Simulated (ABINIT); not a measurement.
# Quasiparticle gap of BN (Qingsongite) in ABINIT, part 2 of 3

How does a plane-wave GW calculation on BN (Qingsongite) run from the first input to the gap?

ABINIT 10.8.3; LDA and many-body steps on it, plane waves. Known limits of the many-body steps: not at the basis limit; coarse k mesh.

So far. Step 2 (Ground state): The gap is indirect, with the least direct gap 4.33 eV higher.

## 3. Bands along the symmetry lines

Level of this step: DFT, LDA, plane waves, norm-conserving pseudopotentials (ABINIT).

The cheap functional maps the bands first; the places of the edges decide which points the dearer methods must see.

run.abi reads:

```
acell 3*1.0 Angstrom
rprim 
  -0.000000000000 1.807500000000 1.807500000000
  1.807500000000 0.000000000000 1.807500000000
  1.807500000000 1.807500000000 -0.000000000000
ntypat 2
znucl 5 7
natom 2
typat 1 2
xred 
  0.000000000000 0.000000000000 0.000000000000
  0.250000000000 0.250000000000 0.250000000000
pp_dirpath "pseudos"
pseudos "B.upf, N.upf"
ecut 36
iscf -2
irdden 1
kptopt 0
nkpt 50
kpt 
  0.00000000 0.00000000 0.00000000
  -0.06250000 -0.06250000 0.00000000
  -0.12500000 -0.12500000 0.00000000
  -0.18750000 -0.18750000 0.00000000
  -0.25000000 -0.25000000 0.00000000
  -0.31250000 -0.31250000 0.00000000
  -0.37500000 -0.37500000 0.00000000
  -0.43750000 -0.43750000 0.00000000
  -0.50000000 -0.50000000 0.00000000
  -0.48437500 -0.48437500 0.03125000
  -0.46875000 -0.46875000 0.06250000
  -0.45312500 -0.45312500 0.09375000
  -0.43750000 -0.43750000 0.12500000
  -0.42187500 -0.42187500 0.15625000
  -0.40625000 -0.40625000 0.18750000
  -0.39062500 -0.39062500 0.21875000
  -0.37500000 -0.37500000 0.25000000
  -0.37500000 0.00000000 0.37500000
  -0.32812500 0.00000000 0.32812500
  -0.28125000 0.00000000 0.28125000
  -0.23437500 0.00000000 0.23437500
  -0.18750000 0.00000000 0.18750000
  -0.14062500 0.00000000 0.14062500
  -0.09375000 0.00000000 0.09375000
  -0.04687500 0.00000000 0.04687500
  0.00000000 0.00000000 0.00000000
  0.00000000 0.00000000 0.06250000
  0.00000000 0.00000000 0.12500000
  0.00000000 0.00000000 0.18750000
  0.00000000 0.00000000 0.25000000
  0.00000000 0.00000000 0.31250000
  0.00000000 0.00000000 0.37500000
  0.00000000 0.00000000 0.43750000
  -0.00000000 -0.00000000 0.50000000
  -0.06250000 -0.03125000 0.46875000
  -0.12500000 -0.06250000 0.43750000
  -0.18750000 -0.09375000 0.40625000
  -0.25000000 -0.12500000 0.37500000
  -0.31250000 -0.15625000 0.34375000
  -0.37500000 -0.18750000 0.31250000
  -0.43750000 -0.21875000 0.28125000
  -0.50000000 -0.25000000 0.25000000
  -0.50000000 -0.28125000 0.21875000
  -0.50000000 -0.31250000 0.18750000
  -0.50000000 -0.34375000 0.15625000
  -0.50000000 -0.37500000 0.12500000
  -0.50000000 -0.40625000 0.09375000
  -0.50000000 -0.43750000 0.06250000
  -0.50000000 -0.46875000 0.03125000
  -0.50000000 -0.50000000 0.00000000
istwfk *1
nband 14
nbdbuf 5
tolwfr 1e-07
nstep 50
prtwf 0
prtvol 0
indata_prefix "in"
outdata_prefix "out"
tmpdata_prefix "tmp"
```

Started as:

```sh
OMP_NUM_THREADS=1 mpirun -n 8 abinit run.abi > log
```

Numbers of over 12 decimals in the logs are rounded to 6 here.

Log:

```text
.Version 10.8.3 of ABINIT. v10.8.2 released Aug 2026.

 Symmetries : space group F-4 3 m (#216); Bravais cF (face-center cubic)
[... echo of the input left out ...]
== DATASET  1 ==================================================================
-   mpi_nproc: 8, omp_nthreads: 1 (-1 if OMP is not activated)

--- !DatasetInfo
iteration_state: {dtset: 1, }
dimensions: {natom: 2, nkpt: 50, mband: 14, nsppol: 1, nspinor: 1, nspden: 1, mpw: 869, }
cutoff_energies: {ecut:  36.0, pawecutdg:  -1.0, }
electrons: {nelect:   8.00000000E+00, charge:   0.00000000E+00, occopt:   1.00000000E+00, tsmear:   1.00000000E-02, }

 Real(R)+Recip(G) space primitive vectors, cartesian coordinates (Bohr,Bohr^-1):
 R(1)=  0.0000000  3.4156800  3.4156800  G(1)= -0.1463837  0.1463837  0.1463837
 R(2)=  3.4156800  0.0000000  3.4156800  G(2)=  0.1463837 -0.1463837  0.1463837
 R(3)=  3.4156800  3.4156800  0.0000000  G(3)=  0.1463837  0.1463837 -0.1463837
 Unit cell volume ucvol=  7.9700586E+01 bohr^3
 Angles (23,13,12)=  6.00000000E+01  6.00000000E+01  6.00000000E+01 degrees

 getcut: wavevector=  0.0000  0.0000  0.0000  ngfft=  30  30  30
         ecut(hartree)=     36.000   => boxcut(ratio)=   2.30194

 getcut : COMMENT -
  Note that boxcut > 2.2 ; recall that boxcut=Gcut(box)/Gcut(sphere) = 2
  is sufficient for exact treatment of convolution.
  Such a large boxcut is a waste : you could raise ecut
  e.g. ecut=   47.690509 Hartrees makes boxcut=2

--- Pseudopotential description ------------------------------------------------
- B Generated using ONCVPSP code by D. R. Hamann
-  5.00000   3.00000  180309                  znucl, zion, pspdat
12 -1012 1 -1 1498                            pspcod,pspxc,lmax,lloc,mmax
     nproj     2     2
  pspatm : epsatm=    3.19369156
         --- l  ekb(1:nproj) -->
             0    8.437831    1.245441
             1   -3.670611   -0.766497
 pspatm: atomic psp has been read  and splines computed

- N Generated using ONCVPSP code by D. R. Hamann
-  7.00000   5.00000  180309                  znucl, zion, pspdat
12 -1012 1 -1 1058                            pspcod,pspxc,lmax,lloc,mmax
     nproj     2     2
  pspatm : epsatm=    5.30777321
         --- l  ekb(1:nproj) -->
             0    7.408032    0.617798
[...]
pspatm: atomic psp has been read  and splines computed

--------------------------------------------------------------------------------

================================================================================
 prteigrs : about to open file out_EIG
 Non-SCF case, kpt    1 (  0.00000  0.00000  0.00000), residuals and eigenvalues=
  3.11E-08  6.98E-08  5.27E-08  2.12E-08  3.06E-08  2.41E-08  1.69E-08  3.38E-08
  5.84E-08  2.32E-07  6.33E-07  7.64E-08  1.07E-07  7.59E-07
 -4.4300E-01  2.9421E-01  2.9421E-01  2.9421E-01  6.1568E-01  6.1568E-01
  6.1568E-01  6.7793E-01  1.1937E+00  1.3294E+00  1.3294E+00  1.3316E+00
[...]
1.91E-08  4.95E-08  8.03E-09  5.31E-08  1.61E-08  2.42E-08  4.23E-08  5.18E-08
[...]
1.3440E+00  1.4450E+00
 Non-SCF case, kpt    3 ( -0.12500 -0.12500  0.00000), residuals and eigenvalues=
  1.74E-08  1.85E-08  1.69E-08  1.12E-08  2.20E-08  3.92E-08  6.56E-08  4.36E-09
[...]
1.3807E+00  1.5056E+00
[...]
Non-SCF case, kpt   49 ( -0.50000 -0.46875  0.03125), residuals and eigenvalues=
[...]
1.7465E+00  1.7720E+00
 Non-SCF case, kpt   50 ( -0.50000 -0.50000  0.00000), residuals and eigenvalues=
[...]
1.7391E+00  1.7582E+00

--- !ResultsGS
iteration_state: {dtset: 1, }
comment   : Summary of ground state results
lattice_vectors:
- [ -0.0000000,   3.4156800,   3.4156800, ]
- [  3.4156800,   0.0000000,   3.4156800, ]
- [  3.4156800,   3.4156800,  -0.0000000, ]
lattice_lengths: [   4.83050,    4.83050,    4.83050, ]
lattice_angles: [ 60.000,  60.000,  60.000, ] # degrees, (23, 13, 12)
lattice_volume:   7.9700586E+01
convergence: {deltae:  0.000E+00, res2:  0.000E+00, residm:  9.996E-08, diffor:  0.000E+00, }
etotal    :  -1.34252798E+01
entropy   :   0.00000000E+00
fermie    :   2.94210603E-01
cartesian_stress_tensor: null
pressure_GPa: null
xred      :
- [  0.0000E+00,   0.0000E+00,   0.0000E+00,  B]
- [  2.5000E-01,   2.5000E-01,   2.5000E-01,  N]
cartesian_forces: null
force_length_stats: {min: null, max: null, mean: null, }

 Integrated electronic density in atomic spheres:
 ------------------------------------------------
 Atom  Sphere_radius  Integrated_density
[...]
================================================================================

 ----iterations are completed or convergence reached----

 Mean square residual over all n,k,spin=   37.621E-09; max=  99.956E-09
 reduced coordinates (array xred) for    2 atoms
       0.000000000000      0.000000000000      0.000000000000
       0.250000000000      0.250000000000      0.250000000000

 cartesian coordinates (angstrom) at end:
    1      0.000000     0.000000     0.000000
    2      0.903750     0.903750     0.903750
 length scales=  1.889726125908  1.889726125908  1.889726125908 bohr
              =  1.000000000000  1.000000000000  1.000000000000 angstroms
 prteigrs : about to open file out_EIG
 Eigenvalues (hartree) for nkpt=  50  k points:
 kpt#   1, nband= 14, wtk=  1.00000, kpt=  0.0000  0.0000  0.0000 (reduced coord)
[...]
kpt#   2, nband= 14, wtk=  1.00000, kpt= -0.0625 -0.0625  0.0000 (reduced coord)
[...]
kpt#   3, nband= 14, wtk=  1.00000, kpt= -0.1250 -0.1250  0.0000 (reduced coord)
[...]
kpt#  49, nband= 14, wtk=  1.00000, kpt= -0.5000 -0.4687  0.0313 (reduced coord)
  -0.23425   -0.03122    0.11029    0.11091    0.46209    0.63842    0.94057    0.94370
   1.04447    1.28171    1.51924    1.52875    1.74653    1.77198
 kpt#  50, nband= 14, wtk=  1.00000, kpt= -0.5000 -0.5000  0.0000 (reduced coord)
  -0.23467   -0.03220    0.11301    0.11301    0.45664    0.63432    0.94437    0.94437
   1.04666    1.28481    1.53025    1.53025    1.73909    1.75823

== END DATASET(S) ==============================================================
================================================================================

 -outvars: echo values of variables after computation  --------
            nband          14
             nkpt          50
          spgroup         216
 [... the other variables as echoed above ...]

 Calculation completed.
```

It took 4.1 s on 8 MPI ranks of Arm Neoverse N1, shared host; peak memory 0.43 GiB; 32 s of CPU time.

Numbers from this step:

| Property | Result |
| --- | --- |
| gap | 4.420 eV |
| k of the valence top | 0, 0, 0 |
| k of the conduction bottom | -0.5, -0.5, 0 |
| least direct gap | 8.748 eV |

The gap is 4.420 eV, as in the run before at this level.

Electronic bands along the path, in eV, zero at the top of the highest filled band; v1 is the highest filled band, c1 the lowest empty one:

| point | v4 | v3 | v2 | v1 | c1 | c2 | c3 | c4 |
| --- | --- | --- | --- | --- | --- | --- | --- | --- |
| Γ | -20.06 | 0.00 | 0.00 | 0.00 | 8.75 | 8.75 | 8.75 | 10.44 |
| halfway | -18.09 | -3.90 | -3.03 | -3.03 | 6.75 | 11.56 | 13.32 | 13.32 |
| X | -14.39 | -8.88 | -4.93 | -4.93 | 4.42 | 9.25 | 17.69 | 17.69 |
| halfway | -14.31 | -8.67 | -6.00 | -4.72 | 5.37 | 10.19 | 17.12 | 17.35 |
| U | -14.29 | -8.07 | -7.73 | -4.10 | 6.87 | 12.84 | 15.66 | 16.53 |
| jump to K | -14.29 | -8.07 | -7.73 | -4.10 | 6.87 | 12.84 | 15.66 | 16.53 |
| halfway | -17.86 | -5.70 | -3.92 | -1.13 | 10.62 | 10.63 | 11.11 | 13.51 |
| Γ | -20.06 | 0.00 | 0.00 | 0.00 | 8.75 | 8.75 | 8.75 | 10.44 |
| halfway | -18.57 | -5.45 | -1.13 | -1.13 | 9.68 | 10.26 | 10.26 | 13.47 |
| L | -15.77 | -10.71 | -1.95 | -1.95 | 10.27 | 10.64 | 10.64 | 15.01 |
| halfway | -15.06 | -9.71 | -4.81 | -3.47 | 9.49 | 11.18 | 14.31 | 15.62 |
| W | -14.06 | -7.51 | -7.02 | -6.56 | 9.48 | 13.27 | 14.36 | 14.68 |
| halfway | -14.23 | -8.46 | -5.81 | -5.73 | 6.47 | 10.90 | 16.08 | 17.24 |
| X | -14.39 | -8.88 | -4.93 | -4.93 | 4.42 | 9.25 | 17.69 | 17.69 |

The electronic bands as a text plot (rows in eV, shown from -8.0 to 10.4 only):

```
   10.0 |  ++     +    +      ++ ++++      +++++++++++        ++
    9.3 | +        ++++     ++     +++  ++++          ++++++    +
    8.5 |++                          +++                    +
    7.7 |  +++             +
    7.0 |     ++          +
    6.2 |       ++       +                                   +
    5.4 |         +    ++                                     +
    4.7 |          ++++                                        ++
    3.9 |
    3.1 |
    2.4 |
    1.6 |
    0.8 |
    0.1 |**                        ******
   -0.7 | *                      **  *  ****
   -1.5 |  **                 ***  **    ** ****
   -2.2 |    *                   ****           *****
   -3.0 |     **            **                      **
   -3.8 |     ****        **    ***        *         **
   -4.5 |         *** ****                            **
   -5.3 |       **   **       **            *           *     ***
   -6.1 |              **   **  *                      * *  **
   -6.8 |         *           **                        ****
   -7.6 |                ***                 **          ****
         Γ           X  U|K            Γ         L        W     X
```

## 4. Empty states on the mesh, 6×6×6 mesh, 68 bands

The sums over transitions need many empty states on a uniform mesh; this step solves for them.

run.abi reads:

```
acell 3*1.0 Angstrom
rprim 
  -0.000000000000 1.807500000000 1.807500000000
  1.807500000000 0.000000000000 1.807500000000
  1.807500000000 1.807500000000 -0.000000000000
ntypat 2
znucl 5 7
natom 2
typat 1 2
xred 
  0.000000000000 0.000000000000 0.000000000000
  0.250000000000 0.250000000000 0.250000000000
pp_dirpath "pseudos"
pseudos "B.upf, N.upf"
ecut 36
ngkpt 6 6 6
nshiftk 1
shiftk 0 0 0
kptopt 1
chksymbreak 0
irdden 1
istwfk *1
nband 68
prtvol 0
optdriver 6
gwr_task "HDIAGO"
paral_kgb 0
occopt 1
indata_prefix "in"
outdata_prefix "out"
tmpdata_prefix "tmp"
```

Log:

```text
[banner, memory and clock lines left out]
.Version 10.8.3 of ABINIT. v10.8.2 released Aug 2026.

 Symmetries : space group F-4 3 m (#216); Bravais cF (face-center cubic)
[... echo of the input left out ...]
== DATASET  1 ==================================================================
-   mpi_nproc: 8, omp_nthreads: 1 (-1 if OMP is not activated)

--- !DatasetInfo
iteration_state: {dtset: 1, }
dimensions: {natom: 2, nkpt: 16, mband: 68, nsppol: 1, nspinor: 1, nspden: 1, mpw: 869, }
cutoff_energies: {ecut:  36.0, pawecutdg:  -1.0, }
electrons: {nelect:   8.00000000E+00, charge:   0.00000000E+00, occopt:   1.00000000E+00, tsmear:   1.00000000E-02, }

.Using double precision arithmetic; gwpc =  8

- Reading GS density from: in_DEN

--- Pseudopotential description ------------------------------------------------
- B Generated using ONCVPSP code by D. R. Hamann
-  5.00000   3.00000  180309                  znucl, zion, pspdat
12 -1012 1 -1 1498                            pspcod,pspxc,lmax,lloc,mmax
     nproj     2     2
  pspatm : epsatm=    3.19369156
         --- l  ekb(1:nproj) -->
             0    8.437831    1.245441
             1   -3.670611   -0.766497
 pspatm: atomic psp has been read  and splines computed

- N Generated using ONCVPSP code by D. R. Hamann
-  7.00000   5.00000  180309                  znucl, zion, pspdat
12 -1012 1 -1 1058                            pspcod,pspxc,lmax,lloc,mmax
     nproj     2     2
  pspatm : epsatm=    5.30777321
         --- l  ekb(1:nproj) -->
             0    7.408032    0.617798
             1   -4.361519   -1.032581
 pspatm: atomic psp has been read  and splines computed

   6.80117181E+01                                ecore*ucvol(ha*bohr**3)

 Total charge density [el/Bohr^3]
)     Maximum=    5.6568E-01  at reduced coord.    0.2000    0.2000    0.4000
)     Minimum=    7.7961E-03  at reduced coord.    0.0000    0.0000    0.0000
   Integrated=    8.0000E+00

 === KS gaps after direct diagonalization ===
 Indirect band gap semiconductor
 Fundamental gap:     4.420 (eV)
   VBM:     8.006 (eV) at k: [ 0.0000E+00,  0.0000E+00,  0.0000E+00]
   CBM:    12.426 (eV) at k: [ 5.0000E-01,  5.0000E-01,  0.0000E+00]
 Direct gap:         8.748 (eV) at k: [ 0.0000E+00,  0.0000E+00,  0.0000E+00]

== END DATASET(S) ==============================================================

 -outvars: echo values of variables after computation  --------
           etotal      0.0000000000E+00
            nband          68
             nkpt          16
          spgroup         216
 [... the other variables as echoed above ...]

 Calculation completed.
```

It took 5 s on 8 MPI ranks; peak memory 0.72 GiB.

Numbers from this step:

* gap: 4.420 eV
* k of the valence top: 0, 0, 0
* k of the conduction bottom: 0.5, 0.5, 0
* least direct gap: 8.748 eV
* k points computed: 16
* lowest point of the top converged band, above the valence top: 140.0992 eV

On this mesh the gap is 4.420 eV.

## 5. Screening, 6×6×6 mesh, 60 bands, screening to 244.9 eV

The RPA dielectric matrix is built and inverted for each q.

This step: RPA screening on LDA, plane waves, norm-conserving pseudopotentials.

run.abi, as its differences from that of step 4:

```diff
@@ -20,10 +20,11 @@
 chksymbreak 0
-irdden 1
 istwfk *1
-nband 68
-prtvol 0
-optdriver 6
-gwr_task "HDIAGO"
-paral_kgb 0
 occopt 1
+irdwfk 1
+optdriver 3
+nband 60
+ecuteps 9
+inclvkb 2
+awtr 1
+symchi 1
 indata_prefix "in"
```

Log:

```text
.Version 10.8.3 of ABINIT. v10.8.2 released Aug 2026.

 Symmetries : space group F-4 3 m (#216); Bravais cF (face-center cubic)
[... echo of the input left out ...]
== DATASET  1 ==================================================================
-   mpi_nproc: 8, omp_nthreads: 1 (-1 if OMP is not activated)

--- !DatasetInfo
iteration_state: {dtset: 1, }
dimensions: {natom: 2, nkpt: 16, mband: 60, nsppol: 1, nspinor: 1, nspden: 1, mpw: 869, }
cutoff_energies: {ecut:  36.0, pawecutdg:  -1.0, }
electrons: {nelect:   8.00000000E+00, charge:   0.00000000E+00, occopt:   1.00000000E+00, tsmear:   1.00000000E-02, }

 SCREENING: Calculation of the susceptibility and dielectric matrices

 Based on a program developped by R.W. Godby, V. Olevano, G. Onida, and L. Reining.
 Incorporated in ABINIT by V. Olevano, G.-M. Rignanese, and M. Torrent.
.Using double precision arithmetic ; gwpc =  8

[... cell and pseudopotentials left out ...]
--------------------------------------------------------------------------------

 ==== K-mesh for the wavefunctions ====
 Number of points in the irreducible wedge :    16
[... list of points left out ...]
 Together with 24 symmetry operations and time-reversal symmetry
 yields   216 points in the full Brillouin Zone.

 ==== Q-mesh for the screening function ====
 Number of points in the irreducible wedge :    16
[... list of points left out ...]
 Together with 24 symmetry operations and time-reversal symmetry
 yields   216 points in the full Brillouin Zone.

 setmesh: FFT mesh size selected  =    20x   20x   20
          total number of points  =         8000

 vcoul_init : cutoff-mode = AUXILIARY_FUNCTION
 q-points for optical limit:   1
     1)      0.000010    0.000020    0.000030

- screening: taking advantage of time-reversal symmetry
- Maximum band index for partially occupied states nbvw = 4
- Remaining bands to be divided among processors   nbcw = 56
- Number of bands treated by each node ~7

 Number of electrons calculated from density =    8.0000; Expected =    8.0000
 average of density, n =  0.100376
 r_s =    1.3348
 omega_plasma =   30.5612 [eV]

 calculating chi0 at frequencies [eV] :
  1    0.000000E+00    0.000000E+00
  2    0.000000E+00    3.056116E+01

--------------------------------------------------------------------------------
  q-point number  1        q = ( 0.000000, 0.000000, 0.000000) [r.l.u.]
--------------------------------------------------------------------------------
[... chi0 elements left out ...]
 For q-point:  0.000010 0.000020 0.000030
  dielectric constant =   4.4351
  dielectric constant without local fields =   4.7901

  Average fulfillment of the sum rule on Im[epsilon] for q-point    1 :     84.83  [%]
[... wings left out ...]
  q-point number  2        q = ( 0.166667, 0.000000, 0.000000) [r.l.u.]
--------------------------------------------------------------------------------
[... chi0 elements left out ...]
  Average fulfillment of the sum rule on Im[epsilon] for q-point    2 :     96.03  [%]

 [... 14 further q-points ...]
```

The job ended after 11 s (8 MPI ranks; peak memory 0.71 GiB; 84 s of CPU time).

This step gave:

```yaml
eps_infinity_with_local_fields_on_this_mesh_along_the_program_s_q_direction: 4.435
the_same_without_local_fields: 4.790
plasma_frequency: 30.56 eV
plane_waves_in_the_screening_matrix: 113
```

Local fields lower ε∞ by 7 %. On a Γ-centred mesh this coarse the value itself is usually too large, while a short band sum pulls it down.

(Part 2 of 3 ends here.)

[Paths, hosts, dates, memory and timing lines, banners, echoed tables and standing remarks are left out of the program output.]

[Logs are printed without paths, hosts, clocks, repeated set-up lines and the standing remarks that a program may print on its own settings, such as how far it seeks lower states.]

[Runs of the session that timed out or met a known fault of the program may be left out.]

[Hosts, paths, dates, database ids (printed as entryN), source tags and the programs' standing remarks are cut or masked in the printed files.]

[G0W0 gaps are taken among the corrected bands and points alone; a level outside them can change the order at an edge.]

[Where Ansatz stands beside ABINIT at settings called matched, ABINIT's density can come from a denser mesh and the files from another edition; pairs whose starting gaps differed by over 0.03 eV were left out, so agreement reads better than it is.]
